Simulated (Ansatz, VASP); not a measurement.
# MgO in VASP and in Ansatz

```
CELL_PARAMETERS angstrom
0.00000 2.11290 2.11290
2.11290 0.00000 2.11290
2.11290 2.11290 0.00000
ATOMIC_POSITIONS crystal
Mg 0.00000 0.00000 0.00000
O 0.50000 0.50000 0.50000
```

Alike in both runs: functional PBE; k mesh 10 × 10 × 10; occupations gaussian, width 0.02 eV; no spin polarisation.

Ansatz relaxed the structure, and its values are those at the end. VASP's run is a single point on that final structure, the one shown.

|  | VASP | Ansatz |
| --- | --- | --- |
| version | VASP 6.6.1 | Ansatz 0.2.0 |
| potentials or method | VASP PAW PBE potentials, release 64 (Mg, O) | scalar-relativistic, plane waves, PAW |
| plane-wave cutoff (eV) | 520 | 420 |
| valence electrons in the cell | 8 | 16 |

VASP gave:

```
gap on the k mesh at the Fermi level (eV) : 4.63
least direct gap on the mesh (eV)         : 4.63
pressure (GPa)                            : 2.3
```

Problem. Which values does Ansatz return?

Solution. gap on the k mesh at the Fermi level (eV): 4.65; least direct gap on the mesh (eV): 4.65; pressure (GPa): 3.1.

The two sets of potentials don't hold the same shells in valence.

As with any semilocal functional, this PBE gap is likely too small.
